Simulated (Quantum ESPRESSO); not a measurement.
# black arsenene, 1 layer, stepped through biaxial strain, part 2 of 6

Aim: how the results for black arsenene, 1 layer change with biaxial strain.

Quantum ESPRESSO 7.5; plane-wave DFT, PBE, GBRV ultrasoft pseudopotentials.

So far. Step 2 (Relaxing cell and ions of the reference):  The last row is no step: it is a fresh SCF in the final cell with a new plane-wave basis, -0 meV from the row before.

### 3. Relaxing the ions, -4 %

m0.relax.in reads:

```
&control
  prefix = 'm0.relax'
  outdir = './out'
  pseudo_dir = './pseudo'
  nstep = 40
  forc_conv_thr = 0.0003
  calculation = 'relax'
  tstress = .true.
/
&system
  ibrav = 0
  nat = 4
  ntyp = 1
  ecutwfc = 50
  ecutrho = 250
  occupations = 'smearing'
  smearing = 'fd'
  degauss = 0.002
/
&electrons
  conv_thr = 1e-09
  mixing_beta = 0.4
  electron_maxstep = 120
  mixing_mode = 'plain'
/
&ions
/
ATOMIC_SPECIES
  As  74.9216  as_pbe_v1.uspp.F.UPF
CELL_PARAMETERS angstrom
  4.56564540768000 0.00000000000000 0.00000000000000
  0.00000000000000 3.54444594528000 0.00000000000000
  0.00000000000000 0.00000000000000 17.48000000000000
ATOMIC_POSITIONS crystal
  As  0.070991644400 0.000000000000 0.431291233900
  As  0.429148027500 0.500000000000 0.431282665300
  As  0.570851972500 0.500000000000 0.568717334700
  As  0.929008355600 0.000000000000 0.568708766100
K_POINTS automatic
  8 8 1 0 0 0
```

Launch:

```console
$ OMP_NUM_THREADS=1 mpirun -n 4 pw.x -nk 4 -in m0.relax.in > m0.relax.out
```

Output:

```text
[banner, memory and clock lines left out]
Program PWSCF v.7.5 starts
[citation notice left out]

[...]
Message from routine setup:
[...]
bravais-lattice index     =            0
     lattice parameter (alat)  =       8.6278  a.u.
     unit-cell volume          =    1908.9237 (a.u.)^3
     number of atoms/cell      =            4
     number of atomic types    =            1
     number of electrons       =        20.00
     number of Kohn-Sham states=           14
     kinetic-energy cutoff     =      50.0000  Ry
     charge density cutoff     =     250.0000  Ry
     scf convergence threshold =      1.0E-09
     mixing beta               =       0.4000
     number of iterations used =            8  plain     mixing
     energy convergence thresh.=      1.0E-04
     force convergence thresh. =      3.0E-04
     Exchange-correlation= SLA  PW   PBE  PBE
                           (   1   4   3   4   0   0   0)
     nstep                     =           40

[...]
PseudoPot. # 1 for As read from file:
     ./pseudo/as_pbe_v1.uspp.F.UPF
     Pseudo is Ultrasoft + core correction, Zval =  5.0
     Generated by new atomic code, or converted to UPF format
     Using radial grid of  875 points,  6 beta functions with:
                l(1) =   0
                l(2) =   0
                l(3) =   1
                l(4) =   1
                l(5) =   2
                l(6) =   2
     Q(r) pseudized with  8 coefficients,  rinner =    1.300   1.300   1.300
                                                       1.300   1.300

     atomic species   valence    mass     pseudopotential
     As                5.00    74.92160     As( 1.00)

      4 Sym. Ops., with inversion, found

[...]
number of k points=    25  Fermi-Dirac smearing, width (Ry)=  0.0020
[...]
Dense  grid:   127461 G-vectors     FFT dimensions: (  45,  36, 180)

     Smooth grid:    91229 G-vectors     FFT dimensions: (  40,  32, 150)

     Initial potential from superposition of free atoms

     starting charge      19.9990, renormalised to      20.0000

     negative rho (up, down):  1.205E-04 0.000E+00
     Starting wfcs are   16 randomized atomic wfcs

     per-process dynamical memory:    92.5 Mb

     Self-consistent Calculation

     iteration #  1     ecut=    50.00 Ry     beta= 0.40
     Davidson diagonalization with overlap
     ethr =  1.00E-02,  avg # of iterations =  2.2

     Threshold (ethr) on eigenvalues was too large:
     Diagonalizing with lowered threshold

     Davidson diagonalization with overlap
     ethr =  2.24E-04,  avg # of iterations =  2.9

     negative rho (up, down):  2.346E-05 0.000E+00

     total energy              =    -161.06141425 Ry
     estimated scf accuracy    <       0.04479535 Ry

     iteration #  2     ecut=    50.00 Ry     beta= 0.40
[...]
negative rho (up, down):  6.093E-05 0.000E+00

[...]
total energy              =    -161.06025608 Ry
     estimated scf accuracy    <       0.01310871 Ry

     iteration #  3     ecut=    50.00 Ry     beta= 0.40
[...]
negative rho (up, down):  8.565E-05 0.000E+00

[...]
total energy              =    -161.06137977 Ry
     estimated scf accuracy    <       0.00031677 Ry

     iteration #  4     ecut=    50.00 Ry     beta= 0.40
[...]
negative rho (up, down):  1.041E-04 0.000E+00

[...]
total energy              =    -161.06165331 Ry
     estimated scf accuracy    <       0.00007113 Ry

     iteration #  5     ecut=    50.00 Ry     beta= 0.40
[...]
negative rho (up, down):  1.157E-04 0.000E+00

[...]
total energy              =    -161.06166988 Ry
     estimated scf accuracy    <       0.00001753 Ry

     iteration #  6     ecut=    50.00 Ry     beta= 0.40
[...]
negative rho (up, down):  1.240E-04 0.000E+00

[...]
total energy              =    -161.06167496 Ry
     estimated scf accuracy    <       0.00000392 Ry

     iteration #  7     ecut=    50.00 Ry     beta= 0.40
[...]
negative rho (up, down):  1.287E-04 0.000E+00

[...]
total energy              =    -161.06167680 Ry
     estimated scf accuracy    <       0.00000255 Ry

     iteration #  8     ecut=    50.00 Ry     beta= 0.40
[...]
negative rho (up, down):  1.320E-04 0.000E+00

[...]
total energy              =    -161.06167729 Ry
     estimated scf accuracy    <       0.00000003 Ry

     iteration #  9     ecut=    50.00 Ry     beta= 0.40
[...]
negative rho (up, down):  1.339E-04 0.000E+00

[...]
total energy              =    -161.06167738 Ry
     estimated scf accuracy    <       0.00000002 Ry

     iteration # 10     ecut=    50.00 Ry     beta= 0.40
[...]
negative rho (up, down):  1.351E-04 0.000E+00

[...]
total energy              =    -161.06167739 Ry
     estimated scf accuracy    <          5.3E-09 Ry

     iteration # 11     ecut=    50.00 Ry     beta= 0.40
[...]
negative rho (up, down):  1.369E-04 0.000E+00

[...]
End of self-consistent calculation

          k = 0.0000 0.0000 0.0000 ( 11443 PWs)   bands (ev):

   -15.5662 -13.5018  -9.9399  -6.8275  -6.0325  -5.0169  -3.7839  -2.8804
    -2.2553  -0.8623  -0.5765   1.1463   1.9063   2.8508

          k = 0.0000 0.1610 0.0000 ( 11405 PWs)   bands (ev):

   -15.3994 -13.3268 -10.1223  -7.0972  -5.8847  -4.8630  -4.4285  -2.9035
    -2.7707  -0.9898  -0.4145   1.8939   2.3954   2.7353

[...]
the Fermi energy is    -0.6426 ev

!    total energy              =    -161.06167740 Ry
     estimated scf accuracy    <          1.5E-10 Ry
     smearing contrib. (-TS)   =      -0.00003926 Ry
     internal energy E=F+TS    =    -161.06163814 Ry

     The total energy is F=E-TS. E is the sum of the following terms:
     one-electron contribution =    -245.71059059 Ry
     hartree contribution      =     127.53138081 Ry
     xc contribution           =    -126.22414744 Ry
     ewald contribution        =      83.34171908 Ry

     convergence has been achieved in  11 iterations

     negative rho (up, down):  1.369E-04 0.000E+00

     Forces acting on atoms (cartesian axes, Ry/au):

     atom    1 type  1   force =    -0.03188201    0.00000000   -0.00596842
     atom    2 type  1   force =     0.03179054    0.00000000   -0.00586576
     atom    3 type  1   force =    -0.03179054    0.00000000    0.00586576
     atom    4 type  1   force =     0.03188201    0.00000000    0.00596842

     Total force =     0.064763     Total SCF correction =     0.000026

     Computing stress (Cartesian axis) and pressure

     negative rho (up, down):  1.369E-04 0.000E+00
          total   stress  (Ry/bohr**3)                   (kbar)     P=       20.13
   0.00017469   0.00000000   0.00000021           25.70        0.00        0.03
   0.00000000   0.00020841   0.00000000            0.00       30.66        0.00
   0.00000021   0.00000000   0.00002732            0.03        0.00        4.02

     BFGS Geometry Optimization
     Energy error            =      4.2E-03 Ry
     Gradient error          =      3.2E-02 Ry/Bohr

     number of scf cycles    =   1
     number of bfgs steps    =   0

     energy             new  =    -161.0616773957 Ry

     new trust radius        =       0.0324358581 bohr
     new conv_thr            =       0.0000000010 Ry

ATOMIC_POSITIONS (crystal)
As               0.0672963869        0.0000000000        0.4311105501
As               0.4328326828        0.5000000000        0.4311050894
As               0.5671673172        0.5000000000        0.5688949106
As               0.9327036131        0.0000000000        0.5688894499

[...]
NEW-OLD atomic charge density approx. for the potential

     negative rho (up, down):  1.411E-04 0.000E+00

     per-process dynamical memory:    99.7 Mb

[...]
!    total energy              =    -161.06500713 Ry
[...]
Total force =     0.038460     Total SCF correction =     0.000013
[...]
number of bfgs steps    =   1
[...]
energy             new  =    -161.0650071308 Ry
[...]
new trust radius        =       0.0356794439 bohr
[...]
!    total energy              =    -161.06678649 Ry
[...]
Total force =     0.012228     Total SCF correction =     0.000017
[...]
number of bfgs steps    =   2
[...]
energy             new  =    -161.0667864941 Ry
[...]
new trust radius        =       0.0163335588 bohr
[...]
!    total energy              =    -161.06699889 Ry
[...]
Total force =     0.002830     Total SCF correction =     0.000028
[...]
number of bfgs steps    =   3
[...]
energy             new  =    -161.0669988855 Ry
[...]
new trust radius        =       0.0021068898 bohr
[...]
!    total energy              =    -161.06700681 Ry
[...]
Total force =     0.001981     Total SCF correction =     0.000001
[...]
number of bfgs steps    =   4
[...]
energy             new  =    -161.0670068081 Ry
[...]
new trust radius        =       0.0023175788 bohr
[...]
!    total energy              =    -161.06701262 Ry
[...]
Total force =     0.000874     Total SCF correction =     0.000006
[...]
number of bfgs steps    =   5
[...]
energy             new  =    -161.0670126191 Ry
[...]
new trust radius        =       0.0013231044 bohr
[...]
Self-consistent Calculation

     iteration #  1     ecut=    50.00 Ry     beta= 0.40
     Davidson diagonalization with overlap
     ethr =  1.00E-06,  avg # of iterations =  2.0

     Threshold (ethr) on eigenvalues was too large:
     Diagonalizing with lowered threshold

     Davidson diagonalization with overlap
     ethr =  2.57E-10,  avg # of iterations =  8.7

     negative rho (up, down):  1.390E-04 0.000E+00

     total energy              =    -161.06701381 Ry
     estimated scf accuracy    <       0.00000005 Ry

[...]
iteration #  6     ecut=    50.00 Ry     beta= 0.40
[...]
negative rho (up, down):  1.389E-04 0.000E+00

[...]
End of self-consistent calculation

          k = 0.0000 0.0000 0.0000 ( 11443 PWs)   bands (ev):

   -15.2886 -13.1695  -9.9534  -6.9553  -5.8465  -5.0919  -3.4219  -3.0220
    -1.8444  -0.9632  -0.5227   1.5793   2.2761   2.7753

          k = 0.0000 0.1610 0.0000 ( 11405 PWs)   bands (ev):

   -15.1249 -12.9979 -10.1162  -7.1796  -5.6984  -4.9331  -4.0620  -2.8941
    -2.5042  -1.0756  -0.3594   1.8237   2.7702   2.8473

[...]
the Fermi energy is    -0.5803 ev

!    total energy              =    -161.06701380 Ry
     estimated scf accuracy    <          6.3E-13 Ry
     smearing contrib. (-TS)   =      -0.00004790 Ry
     internal energy E=F+TS    =    -161.06696590 Ry

     The total energy is F=E-TS. E is the sum of the following terms:
     one-electron contribution =    -243.63441773 Ry
     hartree contribution      =     126.54663563 Ry
     xc contribution           =    -126.14071404 Ry
     ewald contribution        =      82.16153024 Ry

     convergence has been achieved in   6 iterations

     negative rho (up, down):  1.389E-04 0.000E+00

     Forces acting on atoms (cartesian axes, Ry/au):

     atom    1 type  1   force =     0.00006495    0.00000000    0.00000039
     atom    2 type  1   force =    -0.00010319    0.00000000   -0.00000306
     atom    3 type  1   force =     0.00010319    0.00000000    0.00000306
     atom    4 type  1   force =    -0.00006495    0.00000000   -0.00000039

     Total force =     0.000172     Total SCF correction =     0.000000

     Computing stress (Cartesian axis) and pressure

     negative rho (up, down):  1.389E-04 0.000E+00
          total   stress  (Ry/bohr**3)                   (kbar)     P=       11.76
   0.00007602   0.00000000   0.00000009           11.18        0.00        0.01
   0.00000000   0.00016465   0.00000000            0.00       24.22        0.00
   0.00000009   0.00000000  -0.00000075            0.01        0.00       -0.11

     Energy error            =      1.2E-06 Ry
     Gradient error          =      1.0E-04 Ry/Bohr

     bfgs converged in   7 scf cycles and   6 bfgs steps
     (criteria: energy <  1.0E-04 Ry, force <  3.0E-04 Ry/Bohr)

     End of BFGS Geometry Optimization

     Final energy             =    -161.0670138049 Ry

     File ./out/m0.relax.bfgs deleted, as requested
Begin final coordinates

ATOMIC_POSITIONS (crystal)
As               0.0615029092        0.0000000000        0.4304877206
As               0.4385584902        0.5000000000        0.4304889676
As               0.5614415098        0.5000000000        0.5695110324
As               0.9384970908        0.0000000000        0.5695122794
End final coordinates

[...]
```

The job ended after 4.9 min (4 MPI ranks of Intel Xeon Platinum 8259CL at 2.50GHz (Skylake/Cascade Lake), shared host; peak memory 0.92 GiB; 18 min of CPU time).

The steps of the relaxation:

| step | energy less that of the first step (eV) | largest force (eV/Å) |
| --- | --- | --- |
| 1 | 0.0000 | 0.8340 |
| 2 | -0.0453 | 0.4957 |
| 3 | -0.0695 | 0.1582 |
| 4 | -0.0724 | 0.0364 |
| 5 | -0.0725 | 0.0257 |
| 6 | -0.0726 | 0.0117 |
| 7 | -0.0726 | 0.0027 |

The atoms that moved most (Å):

| atom | dx | dy | dz | length |
| --- | --- | --- | --- | --- |
| As4 | 0.043 | 0.000 | 0.014 | 0.046 |
| As1 | -0.043 | 0.000 | -0.014 | 0.046 |
| As3 | -0.043 | 0.000 | 0.014 | 0.045 |
| As2 | 0.043 | 0.000 | -0.014 | 0.045 |

The relaxation lowers the energy by 18 meV an atom.

This step gave:

| Item | Value |
| --- | --- |
| free energy | -2191.4284 eV |
| energy at zero smearing | -2191.4280 eV |
| Fermi energy | -0.5803 eV |

### 4. SCF with pw.x, -4 %

The self-consistent run of this member.

m0.scf.in reads:

```
&control
  prefix = 'm0.scf'
  outdir = './out'
  pseudo_dir = './pseudo'
  calculation = 'scf'
  tprnfor = .true.
/
&system
  ibrav = 0
  nat = 4
  ntyp = 1
  ecutwfc = 40
  ecutrho = 200
  occupations = 'smearing'
  smearing = 'fd'
  degauss = 0.002
  nbnd = 14
/
&electrons
  conv_thr = 1e-09
  mixing_beta = 0.4
  electron_maxstep = 120
  mixing_mode = 'plain'
/
ATOMIC_SPECIES
  As  74.9216  as_pbe_v1.uspp.F.UPF
CELL_PARAMETERS angstrom
  4.56564540768000 0.00000000000000 0.00000000000000
  0.00000000000000 3.54444594528000 0.00000000000000
  0.00000000000000 0.00000000000000 17.48000000000000
ATOMIC_POSITIONS crystal
  As  0.061502909200 0.000000000000 0.430487720600
  As  0.438558490200 0.500000000000 0.430488967600
  As  0.561441509800 0.500000000000 0.569511032400
  As  0.938497090800 0.000000000000 0.569512279400
K_POINTS automatic
  8 8 1 0 0 0
```

Launch:

```console
$ OMP_NUM_THREADS=1 mpirun -n 4 pw.x -nk 4 -in m0.scf.in > m0.scf.out
```

Output:

```text
[banner, memory and clock lines left out]
Program PWSCF v.7.5 starts
[citation notice left out]

[...]
Message from routine setup:
[...]
bravais-lattice index     =            0
     lattice parameter (alat)  =       8.6278  a.u.
     unit-cell volume          =    1908.9237 (a.u.)^3
     number of atoms/cell      =            4
     number of atomic types    =            1
     number of electrons       =        20.00
     number of Kohn-Sham states=           14
     kinetic-energy cutoff     =      40.0000  Ry
     charge density cutoff     =     200.0000  Ry
     scf convergence threshold =      1.0E-09
     mixing beta               =       0.4000
     number of iterations used =            8  plain     mixing
     Exchange-correlation= SLA  PW   PBE  PBE
                           (   1   4   3   4   0   0   0)

[...]
PseudoPot. # 1 for As read from file:
     ./pseudo/as_pbe_v1.uspp.F.UPF
     Pseudo is Ultrasoft + core correction, Zval =  5.0
     Generated by new atomic code, or converted to UPF format
     Using radial grid of  875 points,  6 beta functions with:
                l(1) =   0
                l(2) =   0
                l(3) =   1
                l(4) =   1
                l(5) =   2
                l(6) =   2
     Q(r) pseudized with  8 coefficients,  rinner =    1.300   1.300   1.300
                                                       1.300   1.300

     atomic species   valence    mass     pseudopotential
     As                5.00    74.92160     As( 1.00)

      4 Sym. Ops., with inversion, found

[...]
number of k points=    25  Fermi-Dirac smearing, width (Ry)=  0.0020
[...]
Dense  grid:    91229 G-vectors     FFT dimensions: (  40,  32, 150)

     Smooth grid:    65221 G-vectors     FFT dimensions: (  36,  27, 135)

     Initial potential from superposition of free atoms

     starting charge      19.9990, renormalised to      20.0000

     negative rho (up, down):  1.491E-04 0.000E+00
     Starting wfcs are   16 randomized atomic wfcs

     per-process dynamical memory:    66.9 Mb

     Self-consistent Calculation

     iteration #  1     ecut=    40.00 Ry     beta= 0.40
     Davidson diagonalization with overlap
     ethr =  1.00E-02,  avg # of iterations =  2.1

     Threshold (ethr) on eigenvalues was too large:
     Diagonalizing with lowered threshold

     Davidson diagonalization with overlap
     ethr =  2.07E-04,  avg # of iterations =  2.7

     negative rho (up, down):  2.257E-04 0.000E+00

     total energy              =    -161.06664382 Ry
     estimated scf accuracy    <       0.04206173 Ry

     iteration #  2     ecut=    40.00 Ry     beta= 0.40
[...]
negative rho (up, down):  3.184E-04 0.000E+00

[...]
total energy              =    -161.06563347 Ry
     estimated scf accuracy    <       0.01225641 Ry

     iteration #  3     ecut=    40.00 Ry     beta= 0.40
[...]
negative rho (up, down):  3.386E-04 0.000E+00

[...]
total energy              =    -161.06646499 Ry
     estimated scf accuracy    <       0.00032752 Ry

     iteration #  4     ecut=    40.00 Ry     beta= 0.40
[...]
negative rho (up, down):  3.425E-04 0.000E+00

[...]
total energy              =    -161.06663530 Ry
     estimated scf accuracy    <       0.00005552 Ry

     iteration #  5     ecut=    40.00 Ry     beta= 0.40
[...]
negative rho (up, down):  3.496E-04 0.000E+00

[...]
total energy              =    -161.06665503 Ry
     estimated scf accuracy    <       0.00002324 Ry

     iteration #  6     ecut=    40.00 Ry     beta= 0.40
[...]
negative rho (up, down):  3.544E-04 0.000E+00

[...]
total energy              =    -161.06666283 Ry
     estimated scf accuracy    <       0.00000389 Ry

     iteration #  7     ecut=    40.00 Ry     beta= 0.40
[...]
negative rho (up, down):  3.566E-04 0.000E+00

[...]
total energy              =    -161.06666517 Ry
     estimated scf accuracy    <       0.00000183 Ry

     iteration #  8     ecut=    40.00 Ry     beta= 0.40
[...]
negative rho (up, down):  3.591E-04 0.000E+00

[...]
total energy              =    -161.06666546 Ry
     estimated scf accuracy    <       0.00000014 Ry

     iteration #  9     ecut=    40.00 Ry     beta= 0.40
[...]
negative rho (up, down):  3.604E-04 0.000E+00

[...]
total energy              =    -161.06666556 Ry
     estimated scf accuracy    <          5.7E-09 Ry

     iteration # 10     ecut=    40.00 Ry     beta= 0.40
[...]
negative rho (up, down):  3.612E-04 0.000E+00

[...]
total energy              =    -161.06666557 Ry
     estimated scf accuracy    <          5.4E-09 Ry

     iteration # 11     ecut=    40.00 Ry     beta= 0.40
[...]
negative rho (up, down):  3.625E-04 0.000E+00

[...]
End of self-consistent calculation

          k = 0.0000 0.0000 0.0000 (  8091 PWs)   bands (ev):

   -15.2895 -13.1699  -9.9534  -6.9546  -5.8468  -5.0919  -3.4223  -3.0218
    -1.8447  -0.9628  -0.5225   1.5786   2.2754   2.7752

          k = 0.0000 0.1610 0.0000 (  8163 PWs)   bands (ev):

   -15.1257 -12.9982 -10.1162  -7.1790  -5.6987  -4.9331  -4.0625  -2.8939
    -2.5045  -1.0753  -0.3593   1.8235   2.7695   2.8467

[...]
the Fermi energy is    -0.5800 ev

!    total energy              =    -161.06666557 Ry
     estimated scf accuracy    <          6.7E-11 Ry
     smearing contrib. (-TS)   =      -0.00004808 Ry
     internal energy E=F+TS    =    -161.06661748 Ry

     The total energy is F=E-TS. E is the sum of the following terms:
     one-electron contribution =    -243.63063528 Ry
     hartree contribution      =     126.54610756 Ry
     xc contribution           =    -126.14361998 Ry
     ewald contribution        =      82.16153022 Ry

     convergence has been achieved in  11 iterations

     negative rho (up, down):  3.625E-04 0.000E+00

     Forces acting on atoms (cartesian axes, Ry/au):

     atom    1 type  1   force =    -0.00006610    0.00000000   -0.00010143
     atom    2 type  1   force =     0.00002962   -0.00000000   -0.00010512
     atom    3 type  1   force =    -0.00002962   -0.00000000    0.00010512
     atom    4 type  1   force =     0.00006610    0.00000000    0.00010143

     Total force =     0.000231     Total SCF correction =     0.000017

[...]
```

It took 39 s on 4 MPI ranks; peak memory 0.63 GiB.

This step gave:

```
free energy                          : -2191.4236 eV
energy at zero smearing              : -2191.4233 eV
Fermi energy                         : -0.58 eV
valence top, on the run's zero       : -0.6578 eV
conduction bottom, on the run's zero : -0.5225 eV
gap by band count                    : 0.1353 eV
```

(Part 2 of 6 ends here.)

[Logs are printed without paths, hosts, clocks, repeated set-up lines and the standing remarks that a program may print on its own settings, such as how far it seeks lower states.]

[Hosts, paths, dates, database ids (printed as entryN), source tags and the programs' standing remarks are cut or masked in the printed files.]

[Maps of the electrostatic potential energy from Ansatz leave out the sawtooth potential of an applied field or a dipole correction, so their vacuum need not be flat; planar profiles and work functions include it.]
